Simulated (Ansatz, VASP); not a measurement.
# One calculation of SnO2, two programs

```
Sn O
1.0
     1.57632    0.91009    4.33049
    -1.57632    0.91009    4.33049
     0.00000   -1.82018    4.33049
Sn O
1 2
Direct
  0.50000 0.50000 0.50000
  0.24144 0.24144 0.24144
  0.75856 0.75856 0.75856
```

Alike in both runs: task single point; functional PBEsol; k mesh 12 × 12 × 12; occupations gaussian, width 0.05 eV; no spin polarisation.

|  | VASP | Ansatz |
| --- | --- | --- |
| version | VASP 6.6.1 | Ansatz 0.2.0 |
| potentials or method | VASP PAW PBE potentials, release 64 (Sn_d, O) | scalar-relativistic, plane waves, PAW |
| plane-wave cutoff (eV) | 520 | 520 |
| valence electrons in the cell | 26 | 26 |

Ansatz gave:

```
gap on the k mesh at the Fermi level (eV)       : 2.20
least direct gap on the mesh (eV)               : 2.27
pressure (GPa)                                  : 10.5
largest component of the traceless stress (GPa) : 4.06
rms of the force components (eV/Å)              : 0.306
```

Estimate VASP's values.

gap on the k mesh at the Fermi level (eV): 2.18; least direct gap on the mesh (eV): 2.26; pressure (GPa): 11.4; largest component of the traceless stress (GPa): 4.65; rms of the force components (eV/Å): 0.339.

Atom by atom the forces differ by 0.034 eV/Å (rms over components). Ansatz warned: «pseudo_functional_mismatch».

Caveats: the PAW data sets were made with another functional, which shifts forces and pressure a little (VASP); spin-orbit coupling is left out, which moves the levels of the heavy elements. A k mesh can miss the band edges.
